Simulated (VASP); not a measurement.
**A VASP 6.6.1 single-point calculation on TlBr**

INCAR

```
GGA = PE
ISMEAR = -1
IBRION = -1
ENCUT = 520
LREAL = .FALSE.
SIGMA = 0.02
ISIF = 2
EDIFF = 0.001
BMIX = 2
LCHARG = .FALSE.
NELM = 61
PREC = Accurate
LASPH = .TRUE.
NSW = 0
LWAVE = .FALSE.
NBANDS = 17
```

KPOINTS

```
KPOINTS created by Atomic Simulation Environment
0
Gamma
6 6 6
0 0 0
```

POSCAR

```
Tl Br
 1.0000000000000000
     3.9609516188999998    0.0000000000000000    0.0000000000000000
     0.0000000000000000    3.9949083397999998    0.0000000000000000
     0.0000000000000000    0.0000000000000000    3.9949083397999998
 Tl  Br
   1   1
Cartesian
  0.0000000000000000  0.0000000000000000  0.0000000000000000
  1.9804758094499999  1.9974541698999999  1.9974541698999999
```

The recommended PBE PAW datasets give the neutral cell 20 valence electrons.

Command

```
mpirun -np 1 vasp_std
```

Question: How does this run end, and what does it give?

Answer: It converged. Results: gap between bands v and c on the k mesh 1.83 eV; least direct gap on the k mesh 1.85 eV; pressure 0.9 GPa. Band v is the last that the valence electrons fill when counted band by band, and c is the next.

OSZICAR

```
N       E                     dE             d eps       ncg     rms          rms(c)
DAV:   1     0.974019282442E+02    0.97402E+02   -0.97933E+03  1400   0.103E+03
DAV:   2    -0.207064158239E+01   -0.99473E+02   -0.95962E+02  1671   0.223E+02
DAV:   3    -0.577923840554E+01   -0.37086E+01   -0.36991E+01  1532   0.374E+01
DAV:   4    -0.580173529780E+01   -0.22497E-01   -0.22495E-01  1765   0.343E+00
DAV:   5    -0.580195878098E+01   -0.22348E-03   -0.22348E-03  1625   0.324E-01    0.277E+00
DAV:   6    -0.563191951504E+01    0.17004E+00   -0.12360E-01  1487   0.169E+00    0.170E+00
DAV:   7    -0.553427130353E+01    0.97648E-01   -0.30054E-01  1426   0.244E+00    0.623E-01
DAV:   8    -0.553290698144E+01    0.13643E-02   -0.25384E-02  1468   0.867E-01    0.170E-01
DAV:   9    -0.553272995794E+01    0.17702E-03   -0.17280E-03  1214   0.237E-01
   1 F= -.55327300E+01 E0= -.55327300E+01  d E =-.771803E-11
```

Standard output (part)

```
POSCAR found type information on POSCAR TlBr
 POSCAR found :  2 types and       2 ions
 LDA part: xc-table for (Slater+PW92), standard interpolation
 POSCAR, INCAR and KPOINTS ok, starting setup
 WAVECAR not read
 entering main loop
```

For comparison, a separate PBE run of the intended cell, on usual settings and not on those above, gives a gap of 1.83 eV on its mesh and a pressure of 1.1 GPa.
